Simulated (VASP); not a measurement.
# TePb (Fm-3m) in VASP: notebook

Runs on TePb. Level: PBE. Tasks: single point.

All numbers are computed with VASP 6.6.1; they aren't measurements. Logs are shortened: lines on timing, memory, paths and dates and some standing lists are left out, and cuts for length are marked.

**What was measured.**

A printed reference work, monograph reports, for a bulk crystal of TePb at 4.2 K: band gap 0.19 eV (direct).

How close the calculation comes is told below.

**1. The cell of the first run**

The structure is cubic, space group Fm-3m (No. 225). The conventional cell has a = 6.462 Å, b = 6.462 Å, c = 6.462 Å, α = 90.00°, β = 90.00°, γ = 90.00°. Te (site symmetry m-3m) has 6 Pb at 3.23 Å within 4.3 Å. Within 4.3 Å of Pb (site symmetry m-3m) lie 6 Te at 3.23 Å.

**2. Single point, PBE**

The input, INCAR:

```
PREC = Accurate
ENCUT = 520
EDIFF = 1E-7
ISMEAR = 0
SIGMA = 0.01
LREAL = False
LASPH = True
NELM = 100
ALGO = Normal
ISIF = 2
LWAVE = False
LCHARG = False
GGA = PE
NBANDS = 17
```

The input, KPOINTS:

```
regular mesh
0
Gamma
  6 6 6
```

The input, POSCAR:

```
TePb
1.0
    0.0000000000      3.2310000000      3.2310000000
    3.2310000000      0.0000000000      3.2310000000
    3.2310000000      3.2310000000      0.0000000000
Te Pb
1 1
Direct
    0.5000000000      0.5000000000      0.5000000000
    0.0000000000      0.0000000000      0.0000000000
```

Potentials or basis: VASP PAW PBE potentials, release 64 (Te, Pb_d).

The run is started by

```sh
$ cat potpaw_PBE.64/Te/POTCAR potpaw_PBE.64/Pb_d/POTCAR > POTCAR
$ mpirun -np 1 vasp_std > vasp.out
```

OUTCAR:

```text
PREC = Accurate
   ENCUT = 520
   EDIFF = 1E-7
   ISMEAR = 0
   LREAL = False
   LASPH = True
   NELM = 100
   ISIF = 2
   GGA = PE

 ion  position               nearest neighbor table
   1  0.500  0.500  0.500-   2 3.23   2 3.23   2 3.23   2 3.23   2 3.23   2 3.23
   2  0.000  0.000  0.000-   1 3.23   1 3.23   1 3.23   1 3.23   1 3.23   1 3.23

  LATTYP: Found a face centered cubic cell.
 ALAT       =     6.4620000000

  Lattice vectors:

 A1 = (   0.0000000000,   3.2310000000,   3.2310000000)
 A2 = (   3.2310000000,   0.0000000000,   3.2310000000)
 A3 = (   3.2310000000,   3.2310000000,   0.0000000000)

Analysis of symmetry for initial positions (statically):
=====================================================================
 Subroutine PRICEL returns:
 Original cell was already a primitive cell.

 Routine SETGRP: Setting up the symmetry group for a
 face centered cubic supercell.

 Subroutine GETGRP returns: Found 48 space group operations
 (whereof 48 operations were pure point group operations)
 out of a pool of 48 trial point group operations.

The static configuration has the point symmetry O_h .

Analysis of symmetry for dynamics (positions and initial velocities):
=====================================================================
 Subroutine PRICEL returns:
 Original cell was already a primitive cell.

 Routine SETGRP: Setting up the symmetry group for a
 face centered cubic supercell.

 Subroutine GETGRP returns: Found 48 space group operations
 (whereof 48 operations were pure point group operations)
 out of a pool of 48 trial point group operations.

The dynamic configuration has the point symmetry O_h .

 Subroutine INISYM returns: Found 48 space group operations
 (whereof 48 operations are pure point group operations),
 and found     1 'primitive' translations

----------------------------------------------------------------------------------------

                                     Primitive cell

  volume of cell :      67.4592

  direct lattice vectors                    reciprocal lattice vectors
     0.000000000  3.231000000  3.231000000    -0.154750851  0.154750851  0.154750851
     3.231000000  0.000000000  3.231000000     0.154750851 -0.154750851  0.154750851
     3.231000000  3.231000000  0.000000000     0.154750851  0.154750851 -0.154750851

  length of vectors
     4.569324020  4.569324020  4.569324020     0.268036337  0.268036337  0.268036337

  position of ions in fractional coordinates (direct lattice)
     0.500000000  0.500000000  0.500000000
     0.000000000  0.000000000  0.000000000

[... 68 lines left out ...]
   LREAL  =      F    real-space projection
   EDIFFG = 0.1E-05   stopping-criterion for IOM
   NSW    =      0    number of steps for IOM
   IBRION =     -1    ionic relax: 0-MD 1-quasi-New 2-CG
   NFREE  =      0    steps in history (QN), initial steepest desc. (CG)
   ISIF   =      2    stress and relaxation
   ISYM   =      2    0-nonsym 1-usesym 2-fastsym
   POTIM  = 0.5000    time-step for ionic-motion
   TEBEG  =    0.0;   TEEND  =   0.0 temperature during run
   PSTRESS=    0.0 pullay stress
   NELECT =      20.0000    total number of electrons
   NUPDOWN=      -1.0000    fix difference up-down
   EMIN   =  10.00;   EMAX   =-10.00  energy-range for DOS
   EFERMI =   0.00;   METHOD = LEGACY
   ISMEAR =     0;   SIGMA  =   0.01  broadening in eV -4-tet -1-fermi 0-gaus
   EFERMI_NEDOS =   21; number of points for ismear=-14 and -15
   IALGO  =     38    algorithm
   IMIX   =      4    mixing-type and parameters
     AMIX     =   0.40;   BMIX     =  1.00
     AMIX_MAG =   1.60;   BMIX_MAG =  1.00
  volume/ion in A,a.u.               =      33.73       227.62
  Fermi-wavevector in a.u.,A,eV,Ry     =   1.091619  2.062861 16.213147  1.191633
  Thomas-Fermi vector in A             =   2.227868
   LORBIT       =      0    0 simple, 1 ext, 2 COOP (PROOUT), +10 PAW based schemes
   GGA     = PE    functional components
   LHFCALC =     F    Hartree Fock is set to
   AEXX    =    0.0000 exact exchange contribution
   IVDW    =     0    specifies the selected vdW correction
   LEPSILON=     F    determine dielectric tensor
   LRPA    =     F    only Hartree local field effects (RPA)
 non-spin polarized calculation
 Gauss-broadening in eV      SIGMA  =   0.01
  energy-cutoff  :      520.00
  volume of cell :       67.46
 maximum number of plane-waves:      1853
 NGX is ok and might be reduce to    36
   NGX = 17   NGY = 17   NGZ = 17

 number of electron      20.0000003 magnetization

 Free energy of the ion-electron system (eV)
  ---------------------------------------------------
  ext. energy  EPLUGINS =         0.00000000
  ---------------------------------------------------
  free energy    TOTEN  =        -7.50208905 eV

  energy without entropy =       -7.50208905  energy(sigma->0) =       -7.50208905

 E-fermi :   5.7262     XC(G=0):  -9.3007

 val. band max:        5.6256900113   @ k =   0.5000   0.0000   0.0000
 cond. band min:       6.3604605014   @ k =   0.5000   0.0000   0.0000
 fundamental gap:      0.7347704900
 Fermi energy:         5.7262234890

 k-point     1 :       0.0000    0.0000    0.0000
  band No.  band energies     occupation
      1     -11.0986      2.00000
      2     -11.0986      2.00000
      3     -11.0894      2.00000
      4     -11.0894      2.00000
      5     -11.0894      2.00000
      6      -6.3939      2.00000
[... 297 lines left out ...]
      4     -11.0728      2.00000
      5     -11.0634      2.00000
      6      -4.5965      2.00000
[... 9 lines left out ...]
     16      16.3400      0.00000
     17      17.1612      0.00000

------------------------ aborting loop because EDIFF is reached ----------------------------------------

  FORCE on cell =-STRESS in cart. coord.  units (eV):
  Direction    XX          YY          ZZ          XY          YZ          ZX
  --------------------------------------------------------------------------------------
  -------------------------------------------------------------------------------------
  Total        0.8843337      0.8843337      0.8843337      0.0000000     -0.0000000      0.0000000
  in kB       21.0032203     21.0032203     21.0032203      0.0000000     -0.0000000      0.0000000
  external PRESSURE =      21.0032203 kB  Pullay stress =       0.0000000 kB

 VOLUME and BASIS-vectors are now :
 -----------------------------------------------------------------------------
  energy-cutoff  :      520.00
  volume of cell :       67.46
      direct lattice vectors                 reciprocal lattice vectors
     0.000000000  3.231000000  3.231000000    -0.154750851  0.154750851  0.154750851
     3.231000000  0.000000000  3.231000000     0.154750851 -0.154750851  0.154750851
     3.231000000  3.231000000  0.000000000     0.154750851  0.154750851 -0.154750851

 POSITION                                       TOTAL-FORCE (eV/Angst)
 -----------------------------------------------------------------------------------
      3.23100      3.23100      3.23100         0.000000      0.000000     -0.000000
      0.00000      0.00000      0.00000         0.000000      0.000000      0.000000
 -----------------------------------------------------------------------------------
    total drift:                               -0.000000      0.000000      0.000000

  FREE ENERGIE OF THE ION-ELECTRON SYSTEM (eV)
  ---------------------------------------------------
  free  energy   TOTEN  =        -7.5020890520 eV

  energy  without entropy=       -7.5020890520  energy(sigma->0) =       -7.50208905
```

OSZICAR:

```text
N       E                     dE             d eps       ncg     rms          rms(c)
DAV:   1     0.154840034310E+03    0.15484E+03   -0.88389E+03   544   0.111E+03
DAV:   2     0.288603653096E+01   -0.15195E+03   -0.14720E+03   579   0.300E+02
DAV:   3    -0.735173926585E+01   -0.10238E+02   -0.10189E+02   734   0.844E+01
DAV:   4    -0.761161059621E+01   -0.25987E+00   -0.25971E+00   694   0.150E+01
DAV:   5    -0.762327632484E+01   -0.11666E-01   -0.11665E-01   727   0.304E+00    0.335E+00
DAV:   6    -0.750365782570E+01    0.11962E+00   -0.26239E-01   793   0.360E+00    0.208E+00
DAV:   7    -0.750031036939E+01    0.33475E-02   -0.84059E-02   682   0.142E+00    0.924E-01
DAV:   8    -0.750214851159E+01   -0.18381E-02   -0.96654E-03   686   0.985E-01    0.158E-01
DAV:   9    -0.750205246949E+01    0.96042E-04   -0.12434E-03   838   0.379E-01    0.726E-02
DAV:  10    -0.750208441822E+01   -0.31949E-04   -0.16549E-04   638   0.101E-01    0.174E-02
DAV:  11    -0.750209007716E+01   -0.56589E-05   -0.40569E-05   706   0.543E-02    0.180E-02
DAV:  12    -0.750208989401E+01    0.18315E-06   -0.21128E-06   648   0.819E-03    0.137E-02
DAV:  13    -0.750208903192E+01    0.86209E-06   -0.84724E-07   630   0.661E-03    0.340E-03
DAV:  14    -0.750208905201E+01   -0.20088E-07   -0.64268E-07   720   0.622E-03
   1 F= -.75020891E+01 E0= -.75020891E+01  d E =-.133344E-47
```

Run time: 12 s. Hardware: 1 thread of Intel Xeon 6975P-C (Granite Rapids), shared host; peak memory 0.2 GiB.

Results:

```yaml
Free_energy: -7.5021 eV
Pressure: 2.1 GPa
Band_gap_on_the_k_mesh: 0.73 eV, direct
```

Levels at points of the mesh, in eV from the valence-band top:
```tsv
k point	band 6	band 7	band 8	band 9	band 10	band 11	band 12	band 13	band 14	band 15
(0.00, 0.00, 0.00)	-12.02	-5.60	-1.35	-1.35	-1.35	4.08	4.08	4.08	5.79	5.79
(0.50, 0.00, 0.00)	-10.58	-8.59	-0.89	-0.89	0.00	0.73	1.27	1.27	8.39	9.24
(0.50, 0.50, 0.00)	-10.34	-7.29	-4.50	-2.80	-2.80	3.29	5.47	5.47	6.71	10.10
```

Caveat: spin-orbit coupling is left out, which moves the levels of the heavy elements.

[end of part 1 of 2]
